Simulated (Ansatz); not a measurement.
# InP: the cost of one run

Method: DFT PBE, scalar-relativistic, plane waves, PAW, in Ansatz 0.2.0.

The COD entry's cell or inner coordinates are ideal or old and differ from later refinements, so a difference from it is no clean test against experiment.

2 further runs of the same task are left out: 2 set aside as unsound or not needed.

## 1. The starting structure

The structure is cubic, space group F-43m (No. 216). The conventional cell has a = 5.960 Å, b = 5.960 Å, c = 5.960 Å, α = 90.00°, β = 90.00°, γ = 90.00°. In (site symmetry -43m) has 4 P at 2.58 Å as nearest neighbours. Around P (site symmetry -43m) lie 4 In at 2.58 Å.

As a file:

```
In P
1.0
     0.00000    2.98003    2.98003
     2.98003    0.00000    2.98003
     2.98003    2.98003    0.00000
In P
1 1
Direct
  0.00000 0.00000 0.00000
  0.75000 0.75000 0.75000
```

This cell was relaxed beforehand with the same method: volume 26.46 Å³/atom, gap on the mesh 0.44 eV.

The bulk reference comes from a run made before at the same settings: -3177.0042 eV/atom.

## 2. The (111) slab

Planes are indexed in the bulk's conventional cell (F-43m (No. 216)), a = 5.960 Å, b = 5.960 Å, c = 5.960 Å, α = 90.00°, β = 90.00°, γ = 90.00°.

The slab is a (111) slab, 11.2 Å thick as cut, with 15 Å of vacuum; its outer planes are In (top) and P (bottom).

The slab as cut. Its planes from the bottom up:

| plane | atoms per cell | height over the lowest (Å) |
| --- | --- | --- |
| 1 | P | 0.00 |
| 2 | In | 0.86 |
| 3 | P | 3.44 |
| 4 | In | 4.30 |
| 5 | P | 6.88 |
| 6 | In | 7.74 |
| 7 | P | 10.32 |
| 8 | In | 11.18 |

## 3. Single point on the unrelaxed (111) slab

The cell repeats along c, and a dipole correction in the vacuum removes the field between the copies.

input.yaml

```yaml
crystal:
  lattice:
    - [4.2144047878, 0.0, 0.0]
    - [-2.1072023939, 3.649781608, 0.0]
    - [0.0, 0.0, 26.1834030746]
  atoms:
    - { symbol: P, position: [0.0, 0.0, 0.2864409939] }
    - { symbol: In, position: [0.3333333333, 0.6666666667, 0.3192962256] }
    - { symbol: P, position: [0.3333333333, 0.6666666667, 0.4178619207] }
    - { symbol: In, position: [0.6666666667, 0.3333333333, 0.4507171524] }
    - { symbol: P, position: [0.6666666667, 0.3333333333, 0.5492828476] }
    - { symbol: In, position: [0.0, 0.0, 0.5821380793] }
    - { symbol: P, position: [0.0, 0.0, 0.6807037744] }
    - { symbol: In, position: [0.3333333333, 0.6666666667, 0.7135590061] }
basis:
  ecutwfc: 420
kpoints:
  mp_grid: { grid: [9, 9, 1] }
hamiltonian:
  xc: pbe
scf:
  occupations: { method: gaussian, width: 0.05 }
output:
  forces: true
  stress: true
  eigenvalues: true
  write_density: true
  write_potential: true
  elf: true
  volumetric_format: npy
efield:
  axis: 3
  dipole_correction: true
  ramp_width: 0.04
```

Started as:

```
$ ansatz run input.yaml --threads 1 --pin off --max-ram 2560MiB --backend cpu --events-out ev --progress --plain --runs-dir out
```

Q: Estimate wall time and peak memory on 1 thread of Intel Xeon Platinum 8375C at 2.90GHz (Ice Lake), shared host.

About 28 s, with a peak of 0.69 GiB.
